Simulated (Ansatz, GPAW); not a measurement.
This is a calculation of Hf (Hafnium) for GPAW 26.7.0 (ASE script). 

File run.py:

```python
from ase.dft.bandgap import bandgap
from ase.io import read, write
from ase.units import GPa
from gpaw import GPAW, PW

atoms = read('POSCAR')

calc = GPAW(mode=PW(600),
            xc='PBE',
            kpts={'size': (10, 10, 5), 'gamma': True},
            occupations={'name': 'methfessel-paxton', 'order': 0, 'width': 0.027000000000000003},
            nbands=24,
            convergence={'density': 1e-05, 'energy': 1e-05},
            maxiter=150,
            txt='gpaw.txt')
atoms.calc = calc
energy = atoms.get_potential_energy()
forces = atoms.get_forces()
stress = atoms.get_stress()
calc.write('gs.gpw')
write('result.traj', atoms)
print(f'Energy: {energy:.6f} eV')
print('Forces (eV/A):')
print(forces.round(4))
print('Stress (GPa):', (stress / GPa).round(3))
print('Fermi level:', round(calc.get_fermi_level(), 4), 'eV')
print(f'Gap: {bandgap(calc)[0]:.4f} eV, direct: {bandgap(calc, direct=True)[0]:.4f} eV')
```

Contents of POSCAR:

```
Hf
1.0
    3.1967000000      0.0000000000      0.0000000000
   -1.5983500000      2.7684234083      0.0000000000
    0.0000000000      0.0000000000      5.0578000000
Hf
2
Direct
    0.6666666667      0.3333333333      0.7500000000
    0.3333333333      0.6666666667      0.2500000000
```

Potentials or basis: GPAW PAW data sets (gpaw-data 1.2.1), pw.

Launch:

```console
$ OMP_NUM_THREADS=1 python run.py
```

Problem. Set up the same calculation for Ansatz 0.2.0. Potentials or basis there: all-electron LAPW, scalar-relativistic.

Solution. As run (cutoffs and basis follow the program's own potentials, and thresholds, step limits or extra output files can differ):

input.yaml

```yaml
crystal:
  lattice:
    - [3.1967, 0.0, 0.0]
    - [-1.59835, 2.7684234083, 0.0]
    - [0.0, 0.0, 5.0578]
  atoms:
    - { symbol: Hf, position: [0.6666666667, 0.3333333333, 0.75] }
    - { symbol: Hf, position: [0.3333333333, 0.6666666667, 0.25] }
kpoints:
  mp_grid: { grid: [10, 10, 5] }
scf:
  occupations: { method: gaussian, width: 0.027 }
hamiltonian:
  xc: pbe
  pseudopotentials: { kind: all_electron, lapw: { basis_error: 0.001 } }
output:
  forces: true
  stress: true
  eigenvalues: true
```

Potentials or basis: all-electron LAPW, scalar-relativistic.

Command:

```sh
$ ansatz run input.yaml --threads 1 --pin off --max-ram 3072MiB --backend cpu --events-out ev --progress --plain --runs-dir out
```

Both were run:

|  | GPAW | Ansatz |
| --- | --- | --- |
| Pressure | 0.9 GPa | 0.6 GPa |

Where Ansatz's input types no cutoff or centring, it takes its own default and a Γ-centred mesh.

Pressure is positive in compression.
